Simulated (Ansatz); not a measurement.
## RbCl: one input, then a changed one

The cell was built from the rocksalt type and relaxed in the same program; it needn't be a known or the stable phase. The listed cell was then made from it by scaling, straining or moving an atom.

First run: DFT, PBE, PAW with Ansatz's default frozen-core files, scalar-relativistic (Ansatz 0.2.0).

Command: `ansatz run input.yaml --threads 1 --pin off --max-ram 2048MiB --backend cpu --events-out ev --progress --plain --runs-dir out` The run took 3.5 s on 1 thread of Arm Neoverse V1 (shared host).

```yaml
crystal:
  lattice:
    - [0.0, 3.3208179441, 3.3208179441]
    - [3.3208179441, 0.0, 3.3208179441]
    - [3.3208179441, 3.3208179441, 0.0]
  atoms:
    - { symbol: Rb, position: [0.0, 0.0, 0.0] }
    - { symbol: Cl, position: [0.5, 0.5, 0.5] }
kpoints:
  mp_grid: { grid: [10, 10, 10] }
scf:
  occupations: { method: fermi_dirac, width: 0.05 }
hamiltonian:
  xc: pbe
  pseudopotentials: { kind: paw }
output:
  forces: true
  stress: true
  eigenvalues: true
  efg: { contact_densities: true }
```

Result: converged; pressure 0.39 GPa; gap on the k mesh 4.91 eV; 6 SCF iterations.

The input is then changed:

```diff
@@ -12,5 +12,5 @@
   occupations: { method: fermi_dirac, width: 0.05 }
 hamiltonian:
-  xc: pbe
+  xc: rpbe
   pseudopotentials: { kind: paw }
 output:
```

**Question.** Predict the outcome of the changed run.

**Answer.** It converged; pressure 1.76 GPa; gap on the k mesh 5.25 eV; 6 SCF iterations.
